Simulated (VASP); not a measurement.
Write the native input for VASP 6.6.1 that does the following.

* Task: relaxation of cell and atoms
* Functional: revPBE
* Potentials or basis: VASP PAW PBE potentials, release 64 (Mg)
* Cutoff: 600 eV
* k mesh: 10 × 10 × 5
* Occupations: fermi-dirac, width 0.05 eV
* Spin: no spin polarisation
* Further INCAR settings: ALGO = Fast; EDIFF = 1e-07; IBRION = 2; EDIFFG = -0.01; NSW = 60; ISIF = 3

The structure of Mg lies in POSCAR:

```
Mg
1.0
    3.2093000000      0.0000000000      0.0000000000
   -1.6046500000      2.7793353284      0.0000000000
    0.0000000000      0.0000000000      5.2103000000
Mg
2
Direct
    0.6666666667      0.3333333333      0.7500000000
    0.3333333333      0.6666666667      0.2500000000
```

The input as run:

INCAR

```
ALGO = Fast
EDIFF = 1E-7
EDIFFG = -0.01
ENCUT = 600
GGA = RE
IBRION = 2
ISIF = 3
ISMEAR = -1
LASPH = T
LCHARG = F
LREAL = F
LWAVE = F
NELM = 80
NSW = 60
PREC = Accurate
SIGMA = 0.05
```

KPOINTS

```
k-points
0
Gamma
  10 10 5
```

Potentials or basis: VASP PAW PBE potentials, release 64 (Mg).

The run is started by

```bash
$ cat potpaw_PBE.64/Mg/POTCAR > POTCAR
$ mpirun -np 1 vasp_std > vasp.out
```

Results of the run:

```
Relaxed volume                         : 23.52 Å³/atom
Relaxed cell                           : a = 3.191 Å, b = 3.191 Å, c = 5.335 Å, α = 90.00°, β = 90.00°, γ = 120.00°
Space group after relaxing (to 0.05 Å) : P6_3/mmc (No. 194)
Energy gained by relaxing              : 2.6 meV/atom
Ionic steps                            : 7
Pressure after relaxing                : 0.0 GPa
Band gap on the k mesh                 : none (metal or under the smearing width)
```

Caveat: the PAW data sets were made with another functional, which shifts forces and pressure a little.

Run time: 52 s on 1 thread of Intel(R) Xeon(R) Platinum 8259CL CPU @ 2.50GHz (Skylake/Cascade Lake) (shared host), peak memory 0.18 GiB.
